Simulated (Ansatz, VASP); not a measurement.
**P in two plane-wave programs**

Aim: how closely do two programs agree when they are given the same cell, functional and k mesh? Of the first pair: The structure shown is the start of the Ansatz relaxation below; VASP solves that cell, so the two are compared at the walk's first step.

Calculated with Ansatz 0.2.0; plane waves, with VASP 6.6.1 beside it; single point at PBE with D3(BJ).

### 1. Starting point

The cell holds 4 atoms: 4 P. Cell: a = 4.379 Å, b = 3.316 Å, c = 17.131 Å, α = 90.0°, β = 90.0°, γ = 90.0°. It derives from P. As first built, before any earlier steps moved the atoms (in the runner's words): kind sheets cut from a layered crystal; sheets 1. Vacuum lies along c.

### 2. Ansatz: relaxation, PBE with D3(BJ)

Ansatz runs on its default PAW (the set named soft_2) files.

The two programs are compared at the cell with which this relaxation starts, whose forces are those of its first step.

Input file input.yaml:

```yaml
crystal:
  lattice:
    - [4.3793, 0.0, 0.0]
    - [0.0, 3.3164, 0.0]
    - [0.0, 0.0, 17.13076816]
  atoms:
    - { symbol: P, position: [0.41932, 0.0, 0.562191261] }
    - { symbol: P, position: [0.08068, 0.5, 0.562191261] }
    - { symbol: P, position: [0.91932, 0.5, 0.437808739] }
    - { symbol: P, position: [0.58068, 0.0, 0.437808739] }
kpoints:
  mp_grid: { grid: [6, 6, 1] }
scf:
  occupations: { method: fermi_dirac, width: 0.02 }
  n_extra_bands: 8
hamiltonian:
  xc: pbe
  pseudopotentials: { kind: paw }
  dispersion: d3bj
output:
  forces: true
  write_potential: true
  volumetric_format: []
relax:
  f_tol: 0.03
  max_steps: 45
  cell: { fix: [c, alpha, beta] }
```

Launch:

```bash
> ansatz run input.yaml --threads 4 --pin off --max-ram 12288MiB --backend cpu --events-out ev --progress --plain --runs-dir out
```

Numbers of over 12 decimals in the logs are rounded to 6 here.

Output:

```text
scf.n_extra_bands = 8 over 10 filled bands (N_el = 20.0): the run solves 18 bands
Engine: ansatz 0.2.0, x86_64-unknown-linux-gnu
Pseudopotentials: kind: paw
Pseudopotential: P, paw, valence charge 5, recommended cutoff 420 eV (normal), P.paw.azcp
Functional definition: PBE
  parameter kappa = 0.804
  parameter beta = 0.066725
  exchange = pbe_x(kappa = kappa, mu = beta*pi^2/3)
  correlation = pbe_c(beta = beta)
Crystal: 4 atoms, lattice volume = 248.799 Å³
Basis set: ecut = 420 eV, 4905 PW (Γ), exchange–correlation on 60×48×240 points (8 copies of the dense FFT grid, shifted against one another)
Bands: 18, of which v1, the nominal top of the filled ones, is band 10 counted from 1 (9 counted from 0)
Symmetry: 8 space group operations
Space group: Pmna (ITA 53), of the structure as read, at distance tolerance 6.3e-5 Å
k-points: 16 of 36
Non-local potential: P, projectors of the file, l = 0: 2, l = 1: 2, l = 2: 2
PAW form: soft (Blöchl's): semilocal exchange-correlation on the pseudo side does not see the compensation charge
PAW one-centre angular grid: P, 110 points (default); XC on 64 Gauss nodes
Initial density: superposition of atomic densities (neutral atoms: chi_scale 0, normalization atom), corrected by the library's trained network
Initial wavefunctions: pseudopotential atomic-orbital guess
Functional: x = pbe(κ = 0.804, μ = 0.219515), c = pbe(β = 0.066725)
SCF iter   1: F=—  HF=-3023.613261 eV  |F-HF|=—  |Δ(HF+E_count)|=         —  Δρ=1.54e-3  dr2=7.16e-3  ethr=1.77e-3  ⟨swp⟩=11.0  Hψ=2514  notcnv=0
preconditioner: auto → Resta (q_TF=auto, 1.792 Å⁻¹)  ε∞=2.1  [insulator: Δε(μ)=0.677 eV  Ē_g=10.168 eV  σ=0.020 eV  W_gap=1.00  n_scr=18 (ndim 8)  ℏωp=10.5 eV  f_vac=0.627  D(μ)=0.00/eV (n_scr^D=0)  ε∞_Penn≈2.1  vacuum switching on, ρ_ref=7.5e-3 e/Å³]
SCF iter   2: F=—  HF=-3023.612747 eV  |F-HF|=—  |Δ(HF+E_count)|=   5.13e-4  Δρ=6.57e-4  dr2=7.41e-4  ethr=3.58e-5  ⟨swp⟩=3.0  Hψ=699  notcnv=0  defer=48
SCF iter   3: F=—  HF=-3023.612864 eV  |F-HF|=—  |Δ(HF+E_count)|=   1.16e-4  Δρ=2.45e-4  dr2=1.10e-4  ethr=3.70e-6  ⟨swp⟩=2.8  Hψ=393  notcnv=0  defer=48
SCF iter   4: F=—  HF=-3023.612923 eV  |F-HF|=—  |Δ(HF+E_count)|=   5.93e-5  Δρ=5.72e-5  dr2=5.70e-6  ethr=5.51e-7  ⟨swp⟩=2.5  Hψ=399  notcnv=0  defer=48
SCF iter   5: F=—  HF=-3023.612945 eV  |F-HF|=—  |Δ(HF+E_count)|=   2.22e-5  Δρ=1.17e-5  dr2=2.22e-7  ethr=2.85e-8  ⟨swp⟩=2.2  Hψ=405  notcnv=0  defer=48
SCF iter   6: F=-3023.612946 eV  HF=-3023.612946 eV  |F-HF|=4.82e-10  |Δ(HF+E_count)|=   3.70e-7  Δρ=8.49e-7  dr2=2.31e-9  ethr=5.00e-10  ⟨swp⟩=11.0  Hψ=1820  notcnv=0
SCF 1 converged in 6 iterations: F = -3023.612946 eV  dr2 = 2.31e-9
  greatest PAW one-centre occupation: 0.810 electrons in one spin orbital (limit 2), on the P atom at site 3 (counted from 0), in its partial waves of l = 0
relax step   1: F+E_penalty+E_count = -3023.61294560 eV  Δ(F+E_penalty+E_count) = +0.000e0 eV  max|allowed force component| = 2.653e-2 eV/Å  Δτ_max = 0.0000 Å  P = -0.037 GPa  Ω = 248.799 Å³  fix = [c, alpha, beta]  reactions: c -0.079 GPa  (6 SCF iters, dr2 threshold 1.00e-7 eV, accepted)
[...]
relax step   2: F+E_penalty+E_count = -3023.61352501 eV  Δ(F+E_penalty+E_count) = -5.794e-4 eV  max|allowed force component| = 2.313e-2 eV/Å  Δτ_max = 0.0016 Å  P = -0.008 GPa  Ω = 249.027 Å³  energy of the carried Pulay correction = -8.788e-6 eV  fix = [c, alpha, beta]  reactions: c -0.029 GPa  (5 SCF iters, dr2 threshold 2.76e-8 eV, accepted)
[...]
relax step   3: F+E_penalty+E_count = -3023.61385368 eV  Δ(F+E_penalty+E_count) = -3.287e-4 eV  max|allowed force component| = 2.160e-2 eV/Å  Δτ_max = 0.0066 Å  P = +0.009 GPa  Ω = 250.386 Å³  energy of the carried Pulay correction = -6.517e-5 eV  fix = [c, alpha, beta]  reactions: c +0.052 GPa  (7 SCF iters, accepted)
[...]
relax step   4: F+E_penalty+E_count = -3023.61394445 eV  Δ(F+E_penalty+E_count) = -9.077e-5 eV  max|allowed force component| = 2.158e-2 eV/Å  Δτ_max = 0.0000 Å  P = +0.009 GPa  Ω = 250.386 Å³  fix = [c, alpha, beta]  reactions: c +0.053 GPa  stress off target by 3.04e-2 GPa on what of the cell is left free  SCF on the basis re-selected at this cell (its energy is not comparable with the rows above)  (4 SCF iters)
basis re-selected at this cell: Δ(F+E_penalty+E_count) = -9.077e-5 eV, ΔP = +0.001 GPa vs the last step (what re-selecting the basis moved, of the pressure what is left beyond the Pulay correction that the steps carried, after the strain that the cell walked since its last selection, with what the two solves' SCF thresholds leave and, on support functions, any second-order correction that the steps lacked; it is no m [...]
WARN: The output density's exchange-correlation potential varies sharply where the density is thin. Do not read a vacuum level from v_tot or v_xc, or from such a field of the output density. On a cell that repeats whose density bears no net charge and no dipole along the vacuum's axis use v_es (v_loc + v_h of the components); under efield.dipole_correction with no amplitude use v_es + v_field, which holds any externa [...]
SCF converged after 4 iterations
Free energy (F): -3023.613944 eV
Harris-Foulkes:  -3023.613944 eV  (|F-HF|=3.55e-10)
Internal energy: -3023.613944 eV  (E = F + TS)
E sigma→0 (E₀):  -3023.613944 eV
Fermi energy:    -0.874379 eV
--- Per-component energies (eV) ---
  E_band       = -149.361368
  E_kinetic    = 280.146873
  E_local      = -4291.765976  (includes V_loc(G=0)·N_el)
  E_nonlocal   = 135.737853
  E_hartree    = 1999.106820
  E_xc         = -244.901449
  E_vxc        = -241.557322  (∫ρ·V_xc dr)
  E_paw        = -2277.347769  (= ΣΔE_a)
  E_vpaw       = -30.136562  (= ΣTr[D̂ρ^β])
  E_aug_tail   = 0.000012  (compensation charges beyond the density's cutoff)
  E_ewald      = 1376.402885
  E_disp       = -0.993193  (pairwise vdW)
  E_smearing   = -0.000000  (= −TS)
  E_closure    = 0.000000  (closes the sum)
  Σ components = -3023.613944   (vs F -3023.613944, Δ=0.00e0)
--- Forces (eV/Å), atoms counted from 1 ---
  atom   1  P     -0.00204456     0.00000000     0.02158214
  atom   2  P      0.00204456    -0.00000000     0.02158214
  atom   3  P     -0.00204456     0.00000000    -0.02158214
  atom   4  P      0.00204456    -0.00000000    -0.02158214
  max |Σ_I F_I| component: 4.34e-19 eV/Å
--- Stress (GPa, compression-positive) ---
        0.005953      -0.000000       0.000000
       -0.000000      -0.030431       0.000000
        0.000000       0.000000       0.052819
  P = ⅓ Tr σ = 0.0094 GPa (0.094 kbar)
--- Band table (eV; the first three rows and the last of 16) ---
  k-point 0: bands = [... 6 lower, -4.7870, -3.1177, -3.0677, -1.2449, -0.5038, 0.2457, 1.4009, 2.1691, ... 4 higher]
  k-point 1: bands = [... 6 lower, -5.6629, -4.0963, -2.9804, -1.3995, -0.1876, 0.7787, 2.4930, 2.8734, ... 4 higher]
  k-point 2: bands = [... 6 lower, -4.8595, -4.0231, -3.1199, -2.2457, -0.2732, 0.6691, 0.9182, 1.4362, ... 4 higher]
  k-point 15: bands = [... 6 lower, -6.1394, -6.1394, -2.5682, -2.5682, 1.1569, 1.1569, 3.0412, 3.0412, ... 4 higher]
--- Relaxed structure (3 steps of the walk, 3 accepted, 1 SCFs on fresh bases) ---
  F+E_penalty+E_count = -3023.61394445 eV   max|allowed force component| = 2.158e-2 eV/Å   (the final SCF, on the basis selected at the relaxed cell)
  cell:  # Å, volume = 250.3857 Å³
    - [4.421104, 0.0, 0.0]
    - [0.0, 3.305993, 0.0]
    - [0.0, 0.0, 17.13076816]
  atoms:
    - { symbol: P, position: [0.417908, 0.0, 0.561893] }
    - { symbol: P, position: [0.082092, 0.500000, 0.561893] }
    - { symbol: P, position: [0.917908, 0.500000, 0.438107] }
    - { symbol: P, position: [0.582092, 0.0, 0.438107] }
```

In the SCF lines HF is the Harris–Foulkes energy and dr2 the Hartree energy of the density residual, in eV; the loop may stop once dr2 is under the threshold and the program's other checks hold. Hψ counts applications of the Hamiltonian.

### 3. VASP: single point, PBE with D3(BJ), start cell, pair 1

The same cell, functional, mesh and smearing now go to VASP, with its own data sets.

Lines of VASP's logs that name or quote its potential files are left out, and so is its time.

Input file INCAR:

```
SYSTEM = P
PREC = Accurate
ENCUT = 400
EDIFF = 1E-06
NELM = 120
ISMEAR = -1
SIGMA = 0.02
LREAL = .FALSE.
ALGO = Normal
GGA = PE
IVDW = 12
NBANDS = 16
LORBIT = 11
LWAVE = .FALSE.
LCHARG = .FALSE.
ISIF = 2
LASPH = .TRUE.
GGA_COMPAT = .FALSE.
EFERMI = MIDGAP
```

Input file POSCAR:

```
P
1.0
    4.3793000000      0.0000000000      0.0000000000
    0.0000000000      3.3164000000      0.0000000000
    0.0000000000      0.0000000000     17.1307680000
P
4
Direct
    0.4193199826      0.0000000000      0.5621912573
    0.0806800174      0.5000000000      0.5621912573
    0.9193199826      0.5000000000      0.4378087427
    0.5806800174      0.0000000000      0.4378087427
```

Input file KPOINTS:

```
Automatic mesh
0
Gamma
6 6 1
0 0 0
```

The projector-augmented-wave data sets are P (PBE family, release 64).

Launch:

```bash
> mpirun -np 1 vasp_std
```

Output:

```text
[banner, memory and clock lines left out]
running    1 mpi-ranks, on    1 nodes
 distrk:  each k-point on    1 cores,    1 groups
 distr:  one band on    1 cores,    1 groups

 POSCAR found type information on POSCAR P
 POSCAR found :  1 types and       4 ions
 LDA part: xc-table for (Slater+PW92), standard interpolation
 POSCAR, INCAR and KPOINTS ok, starting setup
 FFT: planning ... GRIDC
 FFT: planning ... GRID_SOFT
 FFT: planning ... GRID
 WAVECAR not read
 entering main loop
       N       E                     dE             d eps       ncg     rms          rms(c)
DAV:   1     0.115025027476E+03    0.11503E+03   -0.59488E+03   512   0.741E+02
DAV:   2    -0.968818414060E+01   -0.12471E+03   -0.11915E+03   712   0.157E+02
DAV:   3    -0.213997530126E+02   -0.11712E+02   -0.11662E+02   728   0.561E+01
DAV:   4    -0.216270004087E+02   -0.22725E+00   -0.22680E+00   752   0.951E+00
DAV:   5    -0.216317682543E+02   -0.47678E-02   -0.47676E-02   752   0.122E+00    0.103E+01
DAV:   6    -0.214965952993E+02    0.13517E+00   -0.81299E-02   696   0.153E+00    0.606E+00
DAV:   7    -0.214308736806E+02    0.65722E-01   -0.15071E-01   648   0.208E+00    0.318E-01
DAV:   8    -0.214297742007E+02    0.10995E-02   -0.11147E-02   680   0.660E-01    0.135E-01
DAV:   9    -0.214295713900E+02    0.20281E-03   -0.58569E-04   824   0.145E-01    0.115E-01
DAV:  10    -0.214292088794E+02    0.36251E-03   -0.35484E-04   688   0.883E-02    0.848E-02
DAV:  11    -0.214290638660E+02    0.14501E-03   -0.18301E-04   672   0.599E-02    0.235E-02
DAV:  12    -0.214293107413E+02   -0.24688E-03   -0.29457E-04   592   0.631E-02    0.246E-02
DAV:  13    -0.214293231811E+02   -0.12440E-04   -0.66236E-06   720   0.133E-02    0.115E-02
DAV:  14    -0.214294055330E+02   -0.82352E-04   -0.48049E-06   608   0.109E-02    0.110E-02
DAV:  15    -0.214294009981E+02    0.45350E-05   -0.14834E-05   624   0.115E-02    0.747E-03
DAV:  16    -0.214294844092E+02   -0.83411E-04   -0.57645E-06   512   0.733E-03    0.288E-03
DAV:  17    -0.214295176616E+02   -0.33252E-04   -0.20736E-06   560   0.444E-03    0.255E-03
DAV:  18    -0.214295361963E+02   -0.18535E-04   -0.10775E-06   512   0.312E-03    0.968E-04
DAV:  19    -0.214295419140E+02   -0.57177E-05   -0.43739E-07   520   0.180E-03    0.290E-04
DAV:  20    -0.214295434581E+02   -0.15440E-05   -0.87206E-08   472   0.801E-04    0.329E-04
DAV:  21    -0.214295436977E+02   -0.23968E-06   -0.97165E-09   448   0.350E-04
   1 F= -.22428438E+02 E0= -.22428438E+02  d E =-.113714E-08
```

Parts of OUTCAR (step 3):

```text
ion  position               nearest neighbor table
   1  0.419  0.000  0.562-   2 2.22   2 2.22   4 2.24
   2  0.081  0.500  0.562-   1 2.22   1 2.22   3 2.24
   3  0.919  0.500  0.438-   4 2.22   4 2.22   2 2.24
   4  0.581  0.000  0.438-   3 2.22   3 2.22   1 2.24

  LATTYP: Found a simple orthorhombic cell.
 ALAT       =     3.3164000000
 B/A-ratio  =     1.3204981305
 C/A-ratio  =     5.1654709926

 Subroutine GETGRP returns: Found  8 space group operations
 (whereof  4 operations were pure point group operations)

The static configuration has the point symmetry C_2h.
 The point group associated with its full space group is D_2h.

 Found     16 irreducible k-points:

   k-points           NKPTS =     16   k-points in BZ     NKDIM =     16   number of bands    NBANDS=     16

   dimension x,y,z NGX =    30 NGY =   24 NGZ =  112
   dimension x,y,z NGXF=    60 NGYF=   48 NGZF=  224

   ENCUT  =  400.0 eV  29.40 Ry    5.42 a.u.   7.14  5.41 27.94*2*pi/ulx,y,z

   NELECT =      20.0000    total number of electrons

 k-points in reciprocal lattice and weights: Automatic mesh
   0.00000000  0.00000000  0.00000000       0.028
   0.16666667  0.00000000  0.00000000       0.056
   0.33333333  0.00000000  0.00000000       0.056
   0.50000000  0.00000000  0.00000000       0.028
   0.00000000  0.16666667  0.00000000       0.056
   0.16666667  0.16666667  0.00000000       0.111
   0.33333333  0.16666667  0.00000000       0.111
   0.50000000  0.16666667  0.00000000       0.056
   0.00000000  0.33333333  0.00000000       0.056
[...]
0.33333333  0.50000000  0.00000000       0.056
   0.50000000  0.50000000  0.00000000       0.028

 average (electrostatic) potential at core
       1 -90.5290       2 -90.5290       3 -90.5290       4 -90.5290

 E-fermi :  -1.1588

 k-point     1 :       0.0000    0.0000    0.0000
  band No.  band energies     occupation
    ...
      6      -6.0047      2.00000
      7      -5.0928      2.00000
      8      -3.4241      2.00000
      9      -3.3626      2.00000
     10      -1.5067      2.00000
     11      -0.8108      0.00000
     12      -0.0447      0.00000
     13       1.1316      0.00000
     14       1.9489      0.00000
     15       2.8148      0.00000
    ...

 k-point     2 :       0.1667    0.0000    0.0000
  band No.  band energies     occupation
    ...
      6      -5.5339      2.00000
      7      -4.9705      2.00000
      8      -3.4395      2.00000
      9      -2.6370      2.00000
     10      -2.3898      2.00000
     11      -0.0791      0.00000
     12       0.1117      0.00000
     13       0.8354      0.00000
     14       1.7205      0.00000
     15       3.0306      0.00000
    ...

 k-point     3 :       0.3333    0.0000    0.0000
  band No.  band energies     occupation
    ...
      6      -4.6290      2.00000
      7      -4.1056      2.00000
      8      -3.7077      2.00000
      9      -3.5225      2.00000
     10      -1.7024      2.00000
     11       0.3028      0.00000
     12       0.3414      0.00000
     13       1.0709      0.00000
     14       1.5182      0.00000
     15       2.6604      0.00000
    ...

 Edisp (eV)   -0.99889

  Total      -0.03163    -0.31351    -0.29021     0.00000     0.00000    -0.00000
  in kB      -0.20365    -2.01892    -1.86887     0.00000     0.00000    -0.00000
  external pressure =       -1.36 kB  Pullay stress =        0.00 kB

  energy-cutoff  :      400.00
  volume of cell :      248.80
      direct lattice vectors                 reciprocal lattice vectors
     4.379300000  0.000000000  0.000000000     0.228346996  0.000000000  0.000000000
     0.000000000  3.316400000  0.000000000     0.000000000  0.301531781  0.000000000
     0.000000000  0.000000000 17.130768000     0.000000000  0.000000000  0.058374499

 POSITION                                       TOTAL-FORCE (eV/Angst)
 -----------------------------------------------------------------------------------
      1.83633      0.00000      9.63077        -0.033327     -0.000000     -0.063848
      0.35332      1.65820      9.63077         0.033327      0.000000     -0.063848
      4.02598      1.65820      7.50000        -0.033327     -0.000000      0.063848
      2.54297      0.00000      7.50000         0.033327      0.000000      0.063848
 -----------------------------------------------------------------------------------
    total drift:                                0.000000      0.000000     -0.000000

  FREE ENERGIE OF THE ION-ELECTRON SYSTEM (eV)
  ---------------------------------------------------
  free  energy   TOTEN  =       -22.4284383798 eV

  energy  without entropy=      -22.4284383787  energy(sigma->0) =      -22.42843838

 total charge
# of ion       s       p       d       tot
------------------------------------------
    1        1.081   1.383   0.000   2.464
    2        1.081   1.383   0.000   2.464
    3        1.081   1.383   0.000   2.464
    4        1.081   1.383   0.000   2.464
--------------------------------------------------
tot          4.323   5.532   0.000   9.856

[... 3 further parts left out ...]
```

### 4. Side by side

Known differences besides the potentials themselves: the cutoff is 420 eV in Ansatz and 400 eV in VASP. Total energies have different zeros and are not compared.

Forces (eV/Å; atoms numbered as in POSCAR):

```csv
atom,"Ansatz x, y, z","VASP x, y, z"
P1,"0.000, 0.000, -0.027","-0.033, 0.000, -0.064"
P2,"0.000, 0.000, -0.027","0.033, 0.000, -0.064"
P3,"0.000, 0.000, 0.027","-0.033, 0.000, 0.064"
P4,"0.000, 0.000, 0.027","0.033, 0.000, 0.064"
```

The forces differ by 29 meV/Å r.m.s., which is 69.5 % of the r.m.s. force of 0.042 eV/Å (both taken over all components). With vacuum in the cell, a pressure given here is an average over mostly empty space and none of the material.

[end of part 1 of 2]

[Lines on the potential files, build, host, timing and source positions are cut from VASP's logs without a mark.]

[Logs are printed without paths, hosts, clocks, repeated set-up lines and the standing remarks that a program may print on its own settings, such as how far it seeks lower states.]

[Hosts, paths, dates, database ids (printed as entryN), source tags and the programs' standing remarks are cut or masked in the printed files.]
